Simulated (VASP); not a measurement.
Here is a VASP 6.6.1 calculation.

The input INCAR:

```
SYSTEM = Si
  PREC = Accurate
  ENCUT = 520
  EDIFF = 1E-6
  ISMEAR = 0
  SIGMA = 0.15
  LREAL = .FALSE.
  LASPH = .TRUE.
  NELM = 100
  ALGO = Normal
  ISIF = 2
  LWAVE = .FALSE.
  LCHARG = .TRUE.
  GGA = CA
  LELF = .TRUE.
  LVHAR = .TRUE.
  NBANDS = 8
```

Contents of KPOINTS:

```
Automatic mesh
0
G
  24 24 22
  0 0 0
```

File POSCAR:

```
Si
1.0
    2.8228941736      0.0000000000      0.0000000000
   -1.4114470868      2.4446980665      0.0000000000
    0.0000000000      0.0000000000      2.1254397823
Si
1
Direct
    0.0000000000      0.0000000000      0.0000000000
```

Potentials or basis: VASP PAW LDA potentials, release 64 (Si).

Run with:

```bash
$ cat potpaw_LDA.64/Si/POTCAR > POTCAR
$ mpirun -np 1 vasp_std > vasp.out
```

Estimate the band gap on the k mesh.

none (metal or under the smearing width).

Predict the pressure.

15.0 GPa.

Stress tensor (GPa, compression positive):
```
-12.76   0.00   0.00
  0.00 -12.76   0.00
  0.00   0.00  70.44
```
